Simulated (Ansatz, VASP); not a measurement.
# Two plane-wave programs on Be

INCAR

```
PREC = Accurate ; ENCUT = 520
EDIFF = 1E-6 ; ISMEAR = -1
SIGMA = 0.1 ; LREAL = F
LASPH = T ; NELM = 100
ALGO = Normal ; ISIF = 2
LWAVE = F ; LCHARG = T
GGA = RE ; LELF = T
LVHAR = T ; NBANDS = 9
```

Contents of KPOINTS:

```
regular mesh
0
Gamma
  26 26 14
```

Contents of POSCAR:

```
Be
1.0
    2.1874415106      0.0000000000      0.0000000000
   -1.0937207553      1.8943799175      0.0000000000
    0.0000000000      0.0000000000      3.4334767354
Be
2
Direct
    0.3333333333      0.6666666667      0.2500000000
    0.6666666667      0.3333333333      0.7500000000
```

Input for Ansatz:

```yaml
crystal:
  lattice:
    - [2.1874415106, 0.0, 0.0]
    - [-1.0937207553, 1.8943799175, 0.0]
    - [0.0, 0.0, 3.4334767354]
  atoms:
    - { symbol: Be, position: [0.3333333333, 0.6666666667, 0.25] }
    - { symbol: Be, position: [0.6666666667, 0.3333333333, 0.75] }
hamiltonian:
  xc: revpbe
  pseudopotentials:
    kind: paw
    azcp:
      Be: "pseudopotentials/Be.paw.azcp"
basis:
  ecutwfc: 420
  fft_grid_basis: typed
kpoints:
  mp_grid: { grid: [26, 26, 14], shift: [0, 0, 0] }
magnetization:
  spin_polarized: false
scf:
  occupations: { method: fermi_dirac, width: 0.1 }
output:
  stress: true
```

Alike in both runs: task single point; functional revPBE; k mesh 26 × 26 × 14; occupations fermi-dirac, width 0.1 eV; no spin polarisation.

|  | VASP | Ansatz |
| --- | --- | --- |
| version | VASP 6.6.1 | Ansatz 0.2.0 |
| potentials or method | VASP PAW PBE potentials, release 64 (Be) | plane waves (420 eV) with PAW, scalar-relativistic |
| plane-wave cutoff (eV) | 520 | 420 |
| valence electrons in the cell | 4 | 4 |

```tsv
	VASP	Ansatz	Ansatz less VASP
pressure (GPa)	18.8	18.7	-0.08
largest component of the traceless stress (GPa)	2.57	2.54	-0.036
```

The functional is the same, so the differences come from potentials, cutoffs and numerics.

Caveats: so large a pressure means that the cell lies far from this level's equilibrium, or that cutoff or potentials fall short (VASP); the potentials were made for another functional, which shifts forces and pressure (VASP).
